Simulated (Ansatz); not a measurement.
# Pt under pressure: fit and missing row

Pt, Fm-3m, a = 3.940 Å. Ansatz: r2SCAN, PAW, 500 eV, Γ-centred 18×18×18 mesh on 1 atom, Gaussian smearing 0.10 eV; no spin polarisation. Cell and atoms are relaxed at each pressure, and no other structure is tried, so the rows at high pressure may lie past a change of phase.

```tsv
V (Å³/atom)	P (GPa)
13.705	39.97
14.370	20.00
?	10.00
15.027	5.00
15.183	2.00
15.293	-0.01
15.408	-2.00
```

Question: Take V0 = 15.293 Å³/atom, count pressures from its P0 = -0.01 GPa, fit the third-order Birch–Murnaghan form to the other rows, and predict the missing volume.

Answer: With the Eulerian strain f = ½[(V0/V)^(2/3) − 1] and y = (P − P0)/[3f(1 + 2f)^(5/2)], the form is the line y = B0 + 1.5 B0 (B0′ − 4) f. Rows (f, y): 0.03791, 292.8; 0.02119, 283.7; 0.00588, 275.8; 0.00241, 274.7; -0.00249, 269.7. Means f = 0.01298, y = 279.34; Σ(Δf)² = 0.001090, ΣΔfΔy = 0.5947; the slope is their ratio. y = 272.3 + 545.4 f GPa, so B0 = 272.3 GPa and B0′ = 4 + 2 × (545.4)/(3 × 272.3) = 5.34. P = 10.00 GPa is met at f = 0.01133 (y = 278.48), so V = V0 (1 + 2f)^(−3/2) = 14.788 Å³/atom. The run gave 14.787 Å³/atom, so the fit is 0.001 Å³/atom too high, a small miss on the scale of the series.

Spin–orbit coupling is left out, which can shift energies with elements as heavy as these.